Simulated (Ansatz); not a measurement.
The system is Al2O3.

```
CELL_PARAMETERS angstrom
3.01748 0.00000 0.00000
-1.50874 2.61322 0.00000
0.00000 0.00000 7.57464
ATOMIC_POSITIONS crystal
Al 0.00000 0.00000 0.72205
Al 0.00000 0.00000 0.27795
O 0.00000 0.00000 0.50000
O 0.66667 0.33333 0.80055
O 0.33333 0.66667 0.19945
```

Measurements of this composition are mostly on another form, of space group No. 167.

- Program: Ansatz 0.2.0
- Task: relaxation of cell and atoms
- Functional: PBEsol
- Potentials or basis: Ansatz PAW
- Cutoff: 420 eV (not typed: the program's choice for these potentials)
- k mesh: 10 × 10 × 4
- Occupations: fermi-dirac, width 0.05 eV
- Spin: no spin polarisation

At the start: volume 11.95 Å³/atom.

Question: Where does the relaxation end?

Answer: It ends after 16 steps and the volume is 12.33 Å³/atom (+3.2 %); space group P-3m1 (No. 164, to 0.05 Å).

The path:
| step | energy change (eV) | largest force (eV/Å) | volume (Å³) |
| --- | --- | --- | --- |
| 1 | 0.0000 | 0.1850 | 59.73 |
| 2 | -0.0145 | 0.1428 | 59.97 |
| 3 | -0.0196 | 0.0263 | 60.00 |
| 4 | -0.0200 | 0.0040 | 59.92 |
| 5 | -0.0200 | 0.0005 | 59.92 |
| 6 | -0.0219 | 0.0015 | 59.92 |
| 7 | -0.0208 | 0.0022 | 60.30 |
| 8 | -0.0194 | 0.0040 | 60.66 |
| 9 | -0.0227 | 0.0046 | 60.66 |
| 10 | -0.0211 | 0.0041 | 61.12 |
| 11 | -0.0230 | 0.0042 | 61.12 |
| 12 | -0.0225 | 0.0007 | 61.26 |
| 13 | -0.0218 | 0.0007 | 61.44 |
| 14 | -0.0231 | 0.0007 | 61.44 |
| 15 | -0.0222 | 0.0008 | 61.66 |
| 16 | -0.0232 | 0.0008 | 61.66 |

Final structure:
```xyz
5
Lattice="2.9885 0.0000 0.0000 -1.4942 2.5881 0.0000 0.0000 0.0000 7.9722" Properties=species:S:1:pos:R:3 pbc="T T T"
Al    0.0000    0.0000    5.6573
Al    0.0000    0.0000    2.3149
O     0.0000    0.0000    3.9861
O     1.4942    0.8627    6.2515
O     0.0000    1.7254    1.7207
```

Caveat: the plane-wave basis is chosen anew once the cell has moved, so the energies of steps on either side of that aren't comparable; the pressure holds a Pulay correction of +0.6 GPa for the finite cutoff; the PAW data sets come from PBE, with cores solved anew for the run's functional, which leaves a small shift of forces and pressure.
